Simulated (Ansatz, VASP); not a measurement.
**Cs: VASP beside Ansatz**

The input INCAR:

```
SYSTEM = Cs
ALGO = Fast ; EDIFF = 1E-6
ENCUT = 520 ; GGA = PE
ISIF = 2 ; ISMEAR = 0
LASPH = .TRUE. ; LCHARG = .FALSE.
LREAL = .FALSE. ; LWAVE = .FALSE.
NBANDS = 10 ; NELM = 60
PREC = Accurate ; SIGMA = 0.15
```

KPOINTS

```
k-points
0
G
  12 12 12
  0 0 0
```

The input POSCAR:

```
Cs
1.0
   -3.1434000000      3.1434000000      2.9016000000
    3.1434000000     -3.1434000000      2.9016000000
    3.1434000000      3.1434000000     -2.9016000000
Cs
1
Direct
    0.0000000000      0.0000000000      0.0000000000
```

Input for Ansatz:

```yaml
crystal:
  lattice:
    - [-3.1434, 3.1434, 2.9016]
    - [3.1434, -3.1434, 2.9016]
    - [3.1434, 3.1434, -2.9016]
  atoms:
    - { symbol: Cs, position: [0.0, 0.0, 0.0] }
basis:
  ecutwfc: 420
kpoints:
  mp_grid: { grid: [12, 12, 12] }
hamiltonian:
  xc: pbe
scf:
  occupations: { method: gaussian, width: 0.15 }
output:
  forces: true
  stress: true
  eigenvalues: true
  write_density: true
  write_potential: true
  elf: true
  volumetric_format: npy
```

Change from the starting cell: strain +0.040 along x and y, -0.040 along z, atoms carried along.

Alike in both runs: task single point; functional PBE; k mesh 12 × 12 × 12; occupations gaussian, width 0.15 eV; no spin polarisation.

|  | VASP | Ansatz |
| --- | --- | --- |
| version | VASP 6.6.1 | Ansatz 0.2.0 |
| potentials or method | VASP PAW PBE potentials, release 64 (Cs_sv) | scalar-relativistic, plane waves, PAW |
| plane-wave cutoff (eV) | 520 | 420 |
| valence electrons in the cell | 9 | 9 |

|  | VASP | Ansatz | Ansatz less VASP |
| --- | --- | --- | --- |
| gap on the k mesh at the Fermi level (eV) | none | none | - |
| pressure (GPa) | 0.0 | 0.0 | +0.01 |

A gap of «none» marks a metal or a gap that the smearing closes.

The runs have no spin-orbit coupling, so splittings on Cs are missing.
